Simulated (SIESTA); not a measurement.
Crystal: PbS (Galena).

```
CELL_PARAMETERS angstrom
0.00000 2.96575 2.96575
2.96575 0.00000 2.96575
2.96575 2.96575 0.00000
ATOMIC_POSITIONS crystal
Pb 0.00000 0.00000 0.00000
S 0.50000 0.50000 0.50000
```

Base run:

| Item | Value |
| --- | --- |
| Program | SIESTA 5.4.2 |
| Functional | PBE |
| Potentials or basis | SG15 1.2 (PBE files) or PseudoDojo by element |
| Basis | DZP (energy shift 0.003 Ry; two zetas on semicore shells) |
| Grid cutoff | 500 Ry |
| Energy shift | 0.003 Ry |
| k mesh | 8 × 8 × 8 |
| Occupations | fermi-dirac, width 0.05 eV |
| Spin | no spin polarisation |

Its results: band gap on the k mesh 0.40 eV, direct; pressure 3.0 GPa.

The run is repeated on the same cell with these changes: functional from PBE to LDA; potentials or basis from SG15 1.2 (PBE files) or PseudoDojo by element to PseudoDojo 0.4 standard (LDA files). What comes out?

Band gap on the k mesh 0.30 eV, direct; pressure -1.8 GPa.

Caveats: spin-orbit coupling is left out, which as a rule narrows the gap of such compounds by several tenths of an eV; the basis of atomic orbitals isn't converged, which shifts pressures, moduli and gaps.
